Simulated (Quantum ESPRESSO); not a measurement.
Cl under changes of volume

One of the cells (29.048 Å³/atom); the others are scaled copies at fixed shape and fractional positions:

```
Cl
1.0
     3.14500   -2.25000    0.00000
     3.14500    2.25000    0.00000
     0.00000    0.00000    8.21000
Cl
4
Direct
  0.37000 0.63000 0.40000
  0.13000 0.87000 0.90000
  0.63000 0.37000 0.60000
  0.87000 0.13000 0.10000
```

| Quantity | Value |
| --- | --- |
| Program | Quantum ESPRESSO 7.5 |
| Functional | PBEsol |
| Potentials or basis | PseudoDojo 0.4.1 SR PBEsol standard |
| Cutoff | 789 eV |
| Density cutoff | 3157 eV |
| k mesh | 7 × 7 × 4 |
| Occupations | fermi-dirac, width 0.05 eV |
| Spin | no spin polarisation |

```csv
volume (Å³/atom),energy over the lowest point (meV/atom),pressure (GPa),gap on the mesh (eV),largest force (eV/Å)
27.305,?,?,?,?
27.886,0.00,0.2,2.55,0.357
28.467,0.34,-0.4,2.48,0.129
29.048,2.72,-0.9,2.41,0.189
29.629,6.90,-1.4,2.34,0.398
30.210,12.70,-1.8,2.27,0.603
30.791,19.93,-2.2,2.20,0.796
```

What does the run at 27.305 Å³/atom give?

Energy over the lowest point 1.93 meV/atom; pressure 0.8 GPa; gap on the mesh 2.63 eV; largest force 0.631 eV/Å.

Worked out: A Birch-Murnaghan fit of order 3 (a polynomial in V^(-2/3)) to the other rows has its minimum at 28.08 Å³/atom with B0 = V·E''(V) = 29 GPa and B' = 4.6 at fixed shape and positions, which overstates the stiffness. It gives 1.94 meV/atom at 27.305 Å³/atom, against the run's 1.93, and -dE/dV = 0.9 GPa, against 0.8. A straight line through the other rows of the gap, of slope -3.53 eV per unit of ln V, extrapolates to 2.63 eV, against the run's 2.63.

Energies are extrapolated to zero smearing.

Caveats: an odd mesh through Γ misses points on the zone boundary, where band edges often lie.
